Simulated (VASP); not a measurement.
Crystal: Sb2S3 (Stibnite).

```
Sb S
1.0
    11.31100    0.00000    0.00000
     0.00000    3.83890    0.00000
     0.00000    0.00000   11.22300
Sb S
8 12
Cartesian
  5.3231 0.9597 3.6581
  0.3324 2.8792 9.2696
  10.9786 0.9597 1.9534
  5.9879 2.8792 7.5649
  3.9655 2.8792 0.4043
  1.6900 0.9597 6.0158
  9.6210 2.8792 5.2072
  7.3455 0.9597 10.8187
  3.3044 0.9597 2.1527
  2.3511 2.8792 7.7642
  8.9599 0.9597 3.4588
  8.0066 2.8792 9.0703
  6.2188 2.8792 1.3804
  10.7477 0.9597 6.9919
  0.5633 2.8792 4.2311
  5.0922 0.9597 9.8426
  4.2428 2.8792 4.9258
  1.4127 0.9597 10.5373
  9.8983 2.8792 0.6857
  7.0682 0.9597 6.2972
```

```yaml
Program: VASP 6.6.1
Task: relaxation of cell and atoms
Functional: PBEsol
Potentials_or_basis: VASP PAW PBE potentials, release 64 (Sb, S)
Cutoff: 600 eV
k_mesh: 4 × 8 × 4
Occupations: gaussian, width 0.03 eV
Spin: no spin polarisation
```

At the start: pressure -0.3 GPa; volume 24.37 Å³/atom.

Problem. Where does the relaxation end?

Solution. Over 15 steps the energy falls by 5.4 meV/atom and the volume is 23.59 Å³/atom (-3.2 %); space group Pnma (No. 62, to 0.05 Å).

Step by step:
| step | energy change (eV) | largest force (eV/Å) | pressure (GPa) | volume (Å³) |
| --- | --- | --- | --- | --- |
| 1 | 0.0000 | 0.2717 | -0.32 | 487.32 |
| 2 | -0.0489 | 0.1533 | -0.30 | 483.86 |
| 3 | -0.0594 | 0.1583 | -0.25 | 481.32 |
| 4 | -0.0800 | 0.1252 | 0.11 | 476.82 |
| 5 | -0.0827 | 0.1729 | 0.31 | 474.48 |
| 6 | -0.0958 | 0.1301 | -0.19 | 474.88 |
| 7 | -0.0960 | 0.1329 | -0.26 | 474.94 |
| 8 | -0.1049 | 0.0590 | 0.00 | 471.95 |
| 9 | -0.1050 | 0.0605 | 0.04 | 471.56 |
| 10 | -0.1067 | 0.0418 | 0.00 | 471.70 |
| 11 | -0.1074 | 0.0306 | -0.03 | 471.85 |
| 12 | -0.1080 | 0.0223 | 0.06 | 471.39 |
| 13 | -0.1080 | 0.0248 | 0.07 | 471.32 |
| 14 | -0.1083 | 0.0113 | 0.01 | 471.64 |
| 15 | -0.1084 | 0.0080 | -0.02 | 471.83 |

Final structure:
```
CELL_PARAMETERS angstrom
11.28453 0.00000 0.00000
0.00000 3.82962 0.00000
0.00000 0.00000 10.91818
ATOMIC_POSITIONS crystal
Sb 0.47545 0.25000 0.32591
Sb 0.02455 0.75000 0.82591
Sb 0.97545 0.25000 0.17409
Sb 0.52455 0.75000 0.67409
Sb 0.34725 0.75000 0.03232
Sb 0.15275 0.25000 0.53232
Sb 0.84725 0.75000 0.46768
Sb 0.65275 0.25000 0.96768
S 0.29022 0.25000 0.19145
S 0.20978 0.75000 0.69145
S 0.79022 0.25000 0.30855
S 0.70978 0.75000 0.80855
S 0.54852 0.75000 0.12699
S 0.95148 0.25000 0.62699
S 0.04852 0.75000 0.37301
S 0.45148 0.25000 0.87301
S 0.37405 0.75000 0.44244
S 0.12595 0.25000 0.94244
S 0.87405 0.75000 0.05756
S 0.62595 0.25000 0.55756
```

Caveat: the PAW data sets were made with another functional, which shifts forces and pressure a little.
